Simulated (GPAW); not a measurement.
# BP: optical spectrum from first principles

Wanted: where BP starts to absorb, how strongly, and its refractive index.

Program: GPAW 26.7.0. Level of theory: DFT, PBE, plane-wave PAW (GPAW data sets), scalar-relativistic, RPA, optical limit. Results are calculated unless marked as measured.

Report form: the programs' logs are mostly left out.

## (1) Starting point

Symmetry: F-43m, No. 216, cubic system. Conventional cell: a = 4.538 Å, b = 4.538 Å, c = 4.538 Å, α = 90.00°, β = 90.00°, γ = 90.00°. P has 4 B at 1.97 Å nearest. Nearest to B lie 4 P at 1.97 Å. Farther neighbours are not listed.

## (2) Ground state

The self-consistent density comes first; it also tells whether there is a gap, which decides the occupations and the need for a Drude term.

This step: DFT, PBE, plane-wave PAW (GPAW data sets), scalar-relativistic, ground state (GPAW 26.7.0).

gs.py reads:

```python
from ase import Atoms
from ase.dft.bandgap import bandgap
from gpaw import GPAW, PW, FermiDirac

atoms = Atoms(['P', 'B'],
              cell=[[0.000000000000, 2.269000000000, 2.269000000000],
                    [2.269000000000, 0.000000000000, 2.269000000000],
                    [2.269000000000, 2.269000000000, 0.000000000000]],
              scaled_positions=[[0.750000000000, 0.750000000000, 0.750000000000],
                                [0.000000000000, 0.000000000000, 0.000000000000]],
              pbc=[True, True, True])
atoms.calc = GPAW(mode=PW(550), xc='PBE', kpts={'size': (9, 9, 9), 'gamma': True},
                  occupations=FermiDirac(0.05), maxiter=150, txt='gs.txt')
print('energy (eV)', atoms.get_potential_energy())
print('Fermi level (eV)', atoms.calc.get_fermi_level())
print('valence electrons', atoms.calc.get_number_of_electrons())
print('gap (eV)', bandgap(atoms.calc, output=None)[0])
print('direct gap (eV)', bandgap(atoms.calc, direct=True, output=None)[0])
atoms.calc.write('gs.gpw')
```

The run is started by

```bash
OMP_NUM_THREADS=1 python gs.py
```

Elapsed: 4.7 s, on 1 thread of Arm Neoverse V2, shared host; peak memory 0.13 GiB.

This step gave:

| Item | Value |
| --- | --- |
| energy | -12.88 eV |
| Fermi energy | 8.822 eV |
| gap on the k-mesh | 1.261 eV |
| direct gap on the mesh | 3.406 eV |
| electrons | 8 |

There is a gap, 1.26 eV on this mesh (points off the mesh can give less), so no carriers' term is needed.

## (3) Bands for the response

The response needs many more empty bands than the density does.

This step: DFT, PBE, plane-wave PAW (GPAW data sets), scalar-relativistic, bands at fixed density (GPAW 26.7.0).

nscf.py reads:

```python
from ase.dft.bandgap import bandgap
from gpaw import GPAW, FermiDirac

calc = GPAW('gs.gpw').fixed_density(kpts={'size': (14, 14, 14), 'gamma': True}, nbands=26, convergence={'bands': 20},
                                    occupations=FermiDirac(0.001), txt='nscf.txt')
print('gap (eV)', bandgap(calc, output=None)[0])
print('direct gap (eV)', bandgap(calc, direct=True, output=None)[0])
print('top band over the Fermi level (eV)', min(calc.get_eigenvalues(kpt=k)[19] for k in range(len(calc.get_ibz_k_points()))) - calc.get_fermi_level())
calc.write('full.gpw', mode='all')
```

The run is started by

```bash
OMP_NUM_THREADS=1 python nscf.py
```

It took 28 s on 1 thread; peak memory 0.17 GiB.

Numbers from this step:

| Item | Value |
| --- | --- |
| gap on the k-mesh | 1.246 eV |

## (4) Dielectric function, RPA

Local fields let the induced charge screen the field inside the cell, which as a rule lowers ε, most along directions where the density is uneven.

This step: DFT, PBE, plane-wave PAW (GPAW data sets), scalar-relativistic, RPA, optical limit (GPAW 26.7.0).

df.py reads:

```python
from gpaw.response.df import DielectricFunction

df = DielectricFunction('full.gpw', frequencies={'type': 'nonlinear', 'domega0': 0.03, 'omega2': 8},
                        ecut=50,
                        eta=0.12,
                        nbands=20,
                        txt='df.txt')
for direction in ['x', 'z']:
    df.get_dielectric_function(xc='RPA', direction=direction, filename=f'df_{direction}.csv')
```

The run is started by

```bash
OMP_NUM_THREADS=1 python df.py
```

The job ended after 4.2 s (1 thread; peak memory 0.2 GiB).

This step gave:

| Item | Value |
| --- | --- |
| electronic dielectric constant ε∞, mean over x, y and z (by symmetry where fewer were run) | 8.941 |
| main peak of Im epsilon, first axis | 5.779 eV |

Some rows of df_x.csv (energy; Re and Im without local fields; Re and Im with them):

```text
0.000000, 9.424710, 0.000000, 8.940619, -0.000000
0.429336, 9.470436, 0.025789, 8.982947, 0.023871
0.878195, 9.620240, 0.055120, 9.121589, 0.051004
1.347938, 9.904441, 0.091877, 9.384497, 0.084967
1.840057, 10.379526, 0.143688, 9.823654, 0.132758
2.356191, 11.161514, 0.229708, 10.545679, 0.211947
2.898142, 12.552159, 0.426402, 11.827587, 0.392710
3.467895, 15.315019, 1.749170, 14.363974, 1.608540
4.067647, 15.990192, 4.654627, 14.970062, 4.283109
4.699832, 16.374481, 8.373868, 15.357879, 7.662097
5.367152, 20.844578, 18.481768, 19.468698, 16.682815
6.072622, -0.756541, 20.075828, -0.353915, 18.616800
6.819608, -10.349807, 14.629327, -9.249920, 14.517404
7.611886, -6.696913, 5.757263, -6.396201, 5.747839
8.453705, -3.680099, 7.459460, -3.010593, 7.041894
9.349861, -5.487376, 4.105554, -5.053999, 4.289166
10.305790, -3.177839, 2.211231, -2.947735, 2.128073
11.327680, -2.532892, 2.177519, -2.335838, 2.236462
12.422601, -2.034937, 1.253206, -1.915507, 1.265780
13.598673, -1.559121, 1.155481, -1.401670, 1.192274
```

The Im ε, E ∥ x or z has structure finer than the step of the table below, so its rows give means over 0.25 eV, whole bins alone (the curve runs from 0 to 14.0 eV). Peaks (eV: height): 5.765: 31.3, 6.494: 27.8.

Values under the direct gap are tails of Lorentzian lines. The Im ε, E ∥ x or z by photon energy; means over each step:

```tsv
photon energy (eV)	Im ε, E ∥ x or z
0.25	0.0138
0.50	0.0280
0.75	0.0429
1.00	0.0592
1.25	0.0773
1.50	0.0981
1.75	0.123
2.00	0.153
2.25	0.192
2.50	0.245
2.75	0.326
3.00	0.469
3.25	0.877
3.50	1.87
3.75	4.16
4.00	4.29
4.25	5.06
4.50	8.09
4.75	7.84
5.00	10.7
5.25	14.7
5.50	21.6
5.75	30.0
6.00	22.4
6.25	19.7
6.50	25.6
6.75	17.0
7.00	13.2
7.25	9.60
7.50	6.97
7.75	5.66
8.00	6.22
8.25	6.30
8.50	7.08
8.75	7.04
9.00	5.89
9.25	4.69
9.50	3.83
9.75	3.09
10.00	2.31
10.25	2.19
10.50	2.18
10.75	2.53
11.00	2.81
11.25	2.42
11.50	2.44
11.75	2.40
12.00	1.93
12.25	1.34
12.50	1.30
12.75	1.28
13.00	1.41
13.25	1.30
13.50	1.21
13.75	1.23
```

The Re ε, E ∥ x or z by photon energy:

photon energy (eV), Re ε, E ∥ x or z and a bar from the least value:
```
      0.0        8.9 ##################
      0.5        9.0 ###################
      1.0        9.2 ###################
      1.5        9.5 ###################
      2.0       10.0 ####################
      2.5       10.8 ####################
      3.0       12.2 ######################
      3.5       14.6 ########################
      4.0       14.5 ########################
      4.5       16.1 ##########################
      5.0       18.8 #############################
      5.5       19.9 ##############################
      6.0       -2.3 #######
      6.5       -1.8 #######
      7.0       -8.6 
      7.5       -7.5 #
      8.0       -3.9 #####
      8.5       -3.2 ######
      9.0       -5.3 ####
      9.5       -4.6 ####
     10.0       -3.6 #####
     10.5       -2.4 #######
     11.0       -2.3 #######
     11.5       -2.1 #######
     12.0       -2.6 ######
     12.5       -1.9 #######
     13.0       -1.6 #######
     13.5       -1.5 ########
```

Table of refractive index n and extinction k by photon energy:

```tsv
photon energy (eV)	n	k
0.0	2.99	0
0.5	3.00	0.00466
1.0	3.03	0.00975
1.5	3.08	0.0159
2.0	3.16	0.0242
2.5	3.29	0.0372
3.0	3.49	0.0660
3.5	3.83	0.227
4.0	3.85	0.537
4.5	4.14	1.02
5.0	4.49	1.20
5.5	4.95	2.15
6.0	3.11	3.45
6.5	3.61	3.85
7.0	1.94	3.52
7.5	1.17	2.97
8.0	1.32	2.38
8.5	1.52	2.34
9.0	1.14	2.56
9.5	0.818	2.30
10.0	0.575	1.98
10.5	0.649	1.67
11.0	0.828	1.73
11.5	0.751	1.64
12.0	0.565	1.72
12.5	0.465	1.44
13.0	0.533	1.37
13.5	0.461	1.29
```

The Im ε, E ∥ x or z has structure finer than the step of the table below, so its rows give means over 0.25 eV, whole bins alone (the curve runs from 0 to 14.0 eV). Peaks (eV: height): without local fields 5.765: 34.3, 6.494: 29.9; with local fields 5.765: 31.3, 6.494: 27.8.

Values under the direct gap are tails of Lorentzian lines. Im ε, E ∥ x or z against photon energy; means over each step:

```tsv
photon energy (eV)	without local fields	with local fields
0.25	0.0149	0.0138
0.50	0.0302	0.0280
0.75	0.0464	0.0429
1.00	0.0640	0.0592
1.25	0.0836	0.0773
1.50	0.106	0.0981
1.75	0.133	0.123
2.00	0.166	0.153
2.25	0.208	0.192
2.50	0.266	0.245
2.75	0.353	0.326
3.00	0.509	0.469
3.25	0.953	0.877
3.50	2.04	1.87
3.75	4.54	4.16
4.00	4.66	4.29
4.25	5.55	5.06
4.50	8.86	8.09
4.75	8.57	7.84
5.00	11.7	10.7
5.25	16.3	14.7
5.50	24.1	21.6
5.75	33.0	30.0
6.00	24.0	22.4
6.25	22.0	19.7
6.50	27.3	25.6
6.75	17.0	17.0
7.00	13.4	13.2
7.25	9.49	9.60
7.50	6.89	6.97
7.75	5.87	5.66
8.00	6.59	6.22
8.25	6.75	6.30
8.50	7.47	7.08
8.75	7.06	7.04
9.00	5.81	5.89
9.25	4.57	4.69
9.50	3.72	3.83
9.75	2.96	3.09
10.00	2.29	2.31
10.25	2.27	2.19
10.50	2.28	2.18
10.75	2.64	2.53
11.00	2.76	2.81
11.25	2.31	2.42
11.50	2.45	2.44
11.75	2.31	2.40
12.00	1.74	1.93
12.25	1.25	1.34
12.50	1.29	1.30
12.75	1.29	1.28
13.00	1.39	1.41
13.25	1.23	1.30
13.50	1.15	1.21
13.75	1.17	1.23
```

The loss function −Im 1/ε at q → 0, E ∥ x or z has structure finer than the step of the table below, so its rows give means over 0.5 eV, whole bins alone (the curve runs from 0 to 14.0 eV). Peaks (eV: height): 10.74: 0.244, 13.69: 0.365.

Values under the direct gap are tails of Lorentzian lines. The loss function −Im 1/ε at q → 0, E ∥ x or z by energy loss; means over each step:

```tsv
energy loss (eV)	loss function −Im 1/ε at q → 0, E ∥ x or z
0.5	3.5e-4
1.0	7.0e-4
1.5	0.00109
2.0	0.00153
2.5	0.00210
3.0	0.00324
3.5	0.00928
4.0	0.0188
4.5	0.0232
5.0	0.0234
5.5	0.0260
6.0	0.0438
6.5	0.0402
7.0	0.0518
7.5	0.0731
8.0	0.119
8.5	0.117
9.0	0.0970
9.5	0.102
10.0	0.124
10.5	0.203
11.0	0.215
11.5	0.218
12.0	0.180
12.5	0.240
13.0	0.311
13.5	0.336
```

Optical constants at common wavelengths, from n + ik = √ε:

```tsv
wavelength (nm)	n	k	R (%)	1/α
1064	3.04	0.012	25.5	7.3 µm
532	3.24	0.032	27.9	1.3 µm
450	3.38	0.048	29.5	744 nm
405	3.52	0.073	31.2	442 nm
308	3.87	0.536	35.5	46 nm
248	4.49	1.194	43.1	17 nm
193	3.70	3.339	55.5	4.6 nm
```

Below the direct gap, k and the depth come from the tails of the Lorentzian lines, not from transitions.

Rows near the edge hang on the gap, which this functional as a rule makes too small, and phonon-assisted absorption is left out.

## (5) Results

```json
{"electronic dielectric constant ε∞, mean over x, y and z (by symmetry where fewer were run) (RPA)": "8.94", "main peak of Im epsilon, first axis": "5.78 eV"}
```

**Reading.** At this level (PBE, RPA) BP has ε∞ = 8.94 and n = 3.01 at 1550 nm, and Im ε peaks at 5.8 eV. On the mesh the gap is 1.25 eV and the least direct gap 3.41 eV, so on this mesh the band edges lie at different points. Local fields change the static value along x from 9.42 to 8.94 (-5 %). Distinct maxima of Im ε, read by a parabola through the highest points, lie at 5.78 eV (31), 6.52 eV (28) and 8.62 eV (7.3). Excitons and phonon-assisted transitions are missing; PBE gaps are as a rule too small, which pulls the onset down and ε∞ up. The sum runs over mesh points, so small or evenly spaced maxima can still be ripples of the mesh.

[Machine, clock and banner lines and Python warnings are left out of the logs.]

[Logs are printed without paths, hosts, clocks, repeated set-up lines and the standing remarks that a program may print on its own settings, such as how far it seeks lower states.]

[Hosts, paths, dates, database ids (printed as entryN), source tags and the programs' standing remarks are cut or masked in the printed files.]
